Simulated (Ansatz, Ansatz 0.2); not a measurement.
# Lattice parameters of LaIrSi$_3$ with PBEsol, a first attempt

*A first attempt by someone new to these calculations. It holds errors of set-up and of interpretation; a review follows at the end.*

## What was measured

The compound is LaIrSi$_3$, a superconductor with a tetragonal cell, space group $I4mm$. The measured cell comes from "Crystal structure of new superconducting materials La Ir Si3 and La Rh Si3. Structural relation between La Rh2 Si2, La2 Rh3 Si5 and La Rh Si3" (Materials Research Bulletin 19 115 1984; Crystallography Open Database). It was found by diffraction: $a = 4.278$ Å and $c = 9.83$ Å, which makes 17.9902 Å$^3$ per atom. The temperature is not given with the values. I will compare my $a$, $c$ and volume per atom with these three numbers.

| compared with | measured | method |
| --- | --- | --- |
| a (Å) | 4.278 | structure determination by diffraction |
| c (Å) | 9.83 | structure determination by diffraction |
| volume per atom (Å³) | 17.9902 | from the measured cell |

Conditions are those given with the value in the passage it was taken from; "not stated" means there, and the paper may say more elsewhere. The values are a selection: others may have been left out beforehand as unlike or outlying.

## Approach

I want to get $a$ and $c$ out of a calculation. My target is to be within 0.01 Å on both, because that looks like good agreement to me. The model is the primitive cell with 5 atoms, starting from the measured structure, non-magnetic. I take PBEsol because I read that it is meant for solids. I will relax the cell, look at the numbers, and change a setting if they are off. I would like to be done quickly.

System: LaSi3Ir; I4mm (no. 107), 5 atoms in the primitive cell; every run starts from the measured structure; structure from the Crystallography Open Database.

On the selection of runs and values: Further runs on this system are not shown.

## 1. PBEsol with a lot of smearing

This is a metal, and I read that metals need smearing or the calculation has trouble settling. So I put in plenty, 1.5 eV, which should make it run smoothly. The k-mesh is 11×11×11, which sounds fine. I expect $a$ and $c$ to come out close to the measured ones, since smearing is only there to help the convergence.

**Run 1.** Ansatz 0.2: PBEsol, Ansatz with its PAW files, non-magnetic, cell and ions relaxed, cutoff 420 eV, k-mesh 11×11×11, smearing 1.5 eV (PAW set soft_1 (PAW files made with PBE)).

Key lines of the input:
```
crystal:
  lattice:
    - [-2.139, 2.139, 4.915]
    - [2.139, -2.139, 4.915]
    - [2.139, 2.139, -4.915]
  atoms:
    - { symbol: La, position: [0.0, 0.0, 0.0] }
    - { symbol: Si, position: [0.7615, 0.2615, 0.5] }
    - { symbol: Si, position: [0.2615, 0.7615, 0.5] }
    - { symbol: Si, position: [0.4112, 0.4112, 0.0] }
    - { symbol: Ir, position: [0.6553, 0.6553, 0.0] }
kpoints:
  mp_grid: { grid: [11, 11, 11] }
scf:
  occupations: { method: fermi_dirac, width: 1.5 }
  max_iter: 80
hamiltonian:
  xc: pbesol
  pseudopotentials: { kind: paw, azcp: { folder: soft_1 }, xc_functional: pbe }
relax:
  f_tol: 0.01
  max_steps: 30
  cell: { stress_tol: 0.02 }
output:
  forces: true
  stress: true
```

Command:
```
ansatz run input.yaml --threads 4 --pin off --max-ram 10240MiB --backend cpu --events-out ev --progress --plain --runs-dir out
```

Selected lines of the output:
```
relax step   1: F+E_penalty+E_count = -19840.57727602 eV  max|allowed force component| = 7.745e-1 eV/Å  Δτ_max = 0.0000 Å  P = +15.260 GPa  Ω = 89.951 …
relax step   9: F+E_penalty+E_count = -19841.31249556 eV  max|allowed force component| = 7.807e-4 eV/Å  Δτ_max = 0.0000 Å  P = +0.001 GPa  Ω = 106.421 …
```

Converged; 68 s on 4 cores of AMD EPYC 9R14 (Zen 4), shared host.

| quantity | run 1 | measured | deviation |
| --- | --- | --- | --- |
| a (Å) | 4.6143 | 4.278 | +0.3363 (+7.9 %) |
| c (Å) | 9.9965 | 9.83 | +0.1665 (+1.7 %) |
| volume per atom (Å³) | 21.284 | 17.9902 | +3.294 (+18.3 %) |
| largest shift (Å) | 0.1179 |  |  |
| pressure (GPa) | 0.00070 |  |  |

This is far off. $a$ is 4.6143 Å, which is 0.3363 Å too long, and $c$ is 0.1665 Å too long. The volume is 18.3 % too big. I did not think PBEsol would miss by that much.

The run did converge, though, and the pressure at the end is only 0.00070 GPa. So I take it that the settings are fine and that the theory is too simple for this compound.

## 2. Adding spin-orbit coupling for the iridium

Iridium is a heavy atom, and I read that heavy atoms need spin-orbit coupling. It is the more complete theory, so it should pull the cell back in. The first run settled without trouble, so I also turn the smearing down to 0.05 eV; it does not seem to need that much help. I expect $a$ to drop to about the measured value.

**Run 2.** Ansatz 0.2: PBEsol, Ansatz with fully relativistic PAW files, spin-orbit coupling, non-magnetic, cell and ions relaxed, cutoff 420 eV, k-mesh 11×11×11, smearing 0.05 eV (PAW set soft_1 (PAW files made with PBE)).

Key lines of the input, as changed from run 1:
```diff
  scf:
-   occupations: { method: fermi_dirac, width: 1.5 }
-   max_iter: 80
+   occupations: { method: fermi_dirac, width: 0.05 }
  hamiltonian:
-   pseudopotentials: { kind: paw, azcp: { folder: soft_1 }, xc_functional: pbe }
+   pseudopotentials: { kind: paw_fr, azcp: { folder: soft_1 }, xc_functional: pbe }
  relax:
-   max_steps: 30
+   max_steps: 60
+ magnetization:
+   noncollinear: true
+   spin_orbit: true
```

Selected lines of the output:
```
relax step   1: F+E_penalty+E_count = -19867.44178637 eV  max|allowed force component| = 3.179e-1 eV/Å  Δτ_max = 0.0000 Å  P = -1.748 GPa  Ω = 89.951 …
relax step   6: F+E_penalty+E_count = -19867.45382944 eV  max|allowed force component| = 4.171e-3 eV/Å  Δτ_max = 0.0000 Å  P = +0.001 GPa  Ω = 88.737 …
```

Converged; took 1.7 min.

| quantity | run 2 | measured | deviation |
| --- | --- | --- | --- |
| a (Å) | 4.2539 | 4.278 | −0.0241 (−0.6 %) |
| c (Å) | 9.8076 | 9.83 | −0.0224 (−0.2 %) |
| volume per atom (Å³) | 17.747 | 17.9902 | −0.243 (−1.3 %) |
| largest shift (Å) | 0.0161 |  |  |
| pressure (GPa) | 0.00052 |  |  |

The spin-orbit coupling has repaired it. $a$ went from 4.6143 to 4.2539 Å and $c$ from 9.9965 to 9.8076 Å, so the iridium really needed the better theory. The volume is now only 1.3 % too small.

I am still not inside my 0.01 Å. $a$ is short by 0.0241 Å and $c$ by 0.0224 Å.

## 3. A higher cutoff instead

The cutoff was 420 eV both times, and a higher one is more exact, so I go up to 600 eV. I leave the spin-orbit coupling off to see whether a good cutoff can do the same job. The smearing stays at 0.05 eV. I expect $a$ to come out somewhere between my two results, hopefully near 4.278 Å.

**Run 3.** Ansatz 0.2: PBEsol, Ansatz with its PAW files, non-magnetic, cell and ions relaxed, cutoff 600 eV, k-mesh 11×11×11, smearing 0.05 eV (PAW set soft_1 (PAW files made with PBE)).

Key lines of the input, as changed from run 2:
```diff
  hamiltonian:
-   pseudopotentials: { kind: paw_fr, azcp: { folder: soft_1 }, xc_functional: pbe }
+   pseudopotentials: { kind: paw, azcp: { folder: soft_1 }, xc_functional: pbe }
- magnetization:
-   noncollinear: true
-   spin_orbit: true
+ basis:
+   ecutwfc: 600
```

Selected lines of the output:
```
relax step   6: F+E_penalty+E_count = -19830.98246085 eV  max|allowed force component| = 1.918e-3 eV/Å  Δτ_max = 0.0000 Å  P = -0.001 GPa  Ω = 88.820 …
```

Converged; took 35 s.

| quantity | run 3 | measured | deviation |
| --- | --- | --- | --- |
| a (Å) | 4.2538 | 4.278 | −0.0242 (−0.6 %) |
| c (Å) | 9.8173 | 9.83 | −0.0127 (−0.1 %) |
| volume per atom (Å³) | 17.764 | 17.9902 | −0.226 (−1.3 %) |
| largest shift (Å) | 0.0161 |  |  |
| pressure (GPa) | −0.00124 |  |  |

So the high cutoff repairs the cell as well, without any spin-orbit coupling. $a$ is 4.2538 Å, only 0.0001 Å from the spin-orbit run, and $c$ is 9.8173 Å, which is even better than before. I conclude that there are two cures for the swollen cell, and that the cutoff is the quicker one.

$c$ is now short by 0.0127 Å, so nearly inside my target. $a$ is still short by 0.0242 Å and has not moved.

## 4. A more advanced functional

Since $a$ will not move, I want a better functional. I read that r2SCAN is a step above PBEsol, and rVV10 adds the van der Waals forces, so with both together nothing should be missing. I take my cutoff line out again and leave the choice to the program, to save some time. I expect this to bring $a$ to within 0.01 Å, and then I can finish.

**Run 4.** Ansatz 0.2: r2SCAN+rVV10, Ansatz with its PAW files, non-magnetic, cell and ions relaxed, cutoff 500 eV, k-mesh 11×11×11, smearing 0.05 eV (PAW set soft_1).

Key lines of the input, as changed from run 3:
```diff
  hamiltonian:
-   xc: pbesol
-   pseudopotentials: { kind: paw, azcp: { folder: soft_1 }, xc_functional: pbe }
+   xc: r2scan
+   pseudopotentials: { kind: paw, azcp: { folder: soft_1 } }
+   dispersion: rvv10
- basis:
-   ecutwfc: 600
```

Selected lines of the output:
```
relax step   5: F+E_penalty+E_count = -20130.21872206 eV  max|allowed force component| = 2.438e-3 eV/Å  Δτ_max = 0.0000 Å  P = -0.002 GPa  Ω = 90.044 …
```

Converged; took 50 s.

| quantity | run 4 | measured | deviation |
| --- | --- | --- | --- |
| a (Å) | 4.2755 | 4.278 | −0.0025 (−0.1 %) |
| c (Å) | 9.8519 | 9.83 | +0.0219 (+0.2 %) |
| volume per atom (Å³) | 18.009 | 17.9902 | +0.019 (+0.1 %) |
| largest shift (Å) | 0.0136 |  |  |
| pressure (GPa) | −0.00229 |  |  |

Now $a$ is 4.2755 Å, only 0.0025 Å short, which is well inside my 0.01 Å. The volume is 18.009 Å$^3$ per atom against 17.9902, a difference of 0.1 %. The van der Waals forces must have been what $a$ was missing.

$c$ has gone the other way and is 0.0219 Å too long, so strictly it misses my target. But the volume contains both $a$ and $c$, and the volume is right, so I count the cell as right. I am stopping here, because another run could only spoil it.

## All runs against the measurement

| run | settings | a (Å) | c (Å) | volume per atom (Å³) | cost |
| --- | --- | --- | --- | --- | --- |
| 1 | PBEsol, Ansatz with its PAW files, cutoff 420 eV, smearing 1.5 eV (PAW set soft_1 (PAW files made with PBE)) | 4.6143 | 9.9965 | 21.284 | 4.5 core-min |
| 2 | PBEsol, Ansatz with fully relativistic PAW files, spin-orbit coupling, cutoff 420 eV, smearing 0.05 eV (PAW set soft_1 (PAW files made with PBE)) | 4.2539 | 9.8076 | 17.747 | 6.8 core-min |
| 3 | PBEsol, Ansatz with its PAW files, cutoff 600 eV, smearing 0.05 eV (PAW set soft_1 (PAW files made with PBE)) | 4.2538 | 9.8173 | 17.764 | 2.3 core-min |
| 4 | r2SCAN+rVV10, Ansatz with its PAW files, cutoff 500 eV, smearing 0.05 eV (PAW set soft_1) | 4.2755 | 9.8519 | 18.009 | 3.3 core-min |
|  | measured | 4.278 | 9.83 | 17.9902 |  |

## Closing entry

My result for LaIrSi$_3$ is $a = 4.2755$ Å, $c = 9.8519$ Å and 18.009 Å$^3$ per atom, from r2SCAN with rVV10. $a$ is inside the 0.01 Å I set myself. $c$ is not, but with the volume only 0.1 % off I am calling the structure reproduced.

What I take from this is that plain PBEsol does not work for this compound. It made the cell 18.3 % too big, and it only became usable once I added spin-orbit coupling or raised the cutoff. Even then $a$ stayed about 0.024 Å short, and it took the van der Waals forces to fix that. Next time I will start with the most advanced functional straight away and not lose time on the simple ones. The smearing I would not worry about, since the run with 1.5 eV converged just as well as the others.

## Reviewer's comments

Further runs made for the review:

| reviewer's run | settings | a (Å) | c (Å) | volume per atom (Å³) | cost |
| --- | --- | --- | --- | --- | --- |
| R1 | PBEsol, Ansatz with its PAW files, cutoff 420 eV, k-mesh 11×11×11, smearing 0.05 eV (PAW set soft_1 (PAW files made with PBE)) | 4.2538 | 9.8175 | 17.765 | 2.4 core-min |
| R2 | r2SCAN, Ansatz with its PAW files, cutoff 500 eV, k-mesh 11×11×11, smearing 0.05 eV (PAW set soft_1) | 4.2864 | 9.8769 | 18.147 | 2.8 core-min |
| R3 | PBEsol, Ansatz with its PAW files, cutoff 420 eV, k-mesh 14×14×14, smearing 0.05 eV (PAW set soft_1 (PAW files made with PBE)) | 4.2542 | 9.8151 | 17.763 | 3.1 core-min |
|  | measured | 4.278 | 9.83 | 17.9902 |  |

PBEsol, the measured starting structure and a non-magnetic metal were sensible choices. The target of 0.01 Å was arbitrary: thermal expansion, absent from these static cells, can be as large. Changing settings whenever the numbers are off invites tuning towards the answer; settings should be tested first.

Run 1 contains the decisive mistake. Smearing is not merely a convergence aid: 1.5 eV of Fermi-Dirac width means electrons at very roughly 17,000 K, and their pressure swells the cell. The sign was there at the first step, +15.260 GPa at the measured cell. Convergence and a final pressure near zero show only that the relaxation found the minimum for those settings, not that the settings were right or the theory too simple. The same calculation with 0.05 eV (R1) gives $a$ = 4.2538 Å and $c$ = 9.8175 Å, for 2.4 core-minutes instead of 4.5.

Run 2 rightly lowered the smearing, but added spin-orbit coupling at the same time and gave it the credit. R1, without the coupling, has practically the same $a$; with PBEsol the coupling only shortens $c$ by 0.0099 Å. A more complete theory need not pull a cell in, and here it repaired nothing.

Run 3 is sound, but the higher cutoff is no second cure. R1 at 420 eV agrees with it to 0.0002 Å on both edges. What runs 2 and 3 share is the narrow smearing. The "even better" $c$ of run 3 comes from leaving out the coupling, and a gain of about 0.01 Å is too small to rank the two runs.

Run 4 is also a sound calculation, but again several things were changed together, here functional, dispersion and cutoff (600 to 500 eV), and the conclusion is backwards. r2SCAN alone (R2, 2.8 core-minutes) gives $a$ = 4.2864 Å and $c$ = 9.8769 Å, both longer than measured. Adding rVV10 shortens $a$ by about 0.011 Å, so the lengthening relative to PBEsol came from r2SCAN, not from van der Waals forces. Nor does a good volume make both edges right: a short $a$ and a long $c$ partly cancel in it, and the measured volume is computed from the same $a$ and $c$, so it is no independent test. Stopping because another run might spoil the agreement is selection by result.

The closing entry therefore draws the wrong lessons. Plain PBEsol with a narrow smearing gives a reasonable cell, smearing is the setting to worry about, and starting with the most advanced functional would not have revealed the error. The k-mesh was adequate for PBEsol: a 14×14×14 mesh (R3) moves $a$ by 0.0004 Å and $c$ by 0.0024 Å. That this mesh and the 500 eV cutoff also serve r2SCAN is an assumption; no such check is shown in this report, nor is one of the 0.05 eV smearing against a narrower width.

Sound PBEsol (R1) leaves $c$ about 0.1 % and $a$ about 0.6 % short. r2SCAN with rVV10 comes within about 0.2 % on both edges, but that closeness may include cancelling errors: these are static cells, and adding expansion would be expected to lengthen its already long $c$ further. No run shown meets the 0.01 Å target on both edges, so the structure is not "reproduced" by the notebook's own criterion. Thermal expansion could explain part of the PBEsol shortfall; how much remains open, since the measuring temperature isn't given with the values and no calculation of the expansion is shown in this report.

[Logs are printed without paths, hosts, clocks, repeated set-up lines and the standing remarks that a program may print on its own settings, such as how far it seeks lower states.]

[The runs shown are a pick from a larger set of finished runs; failed, doubtful and other runs were left out of it ahead of writing. So were measured values far from every level or from commonly accepted values, and agreement can look better than it is. Lines of input and output are excerpts and may be shortened.]
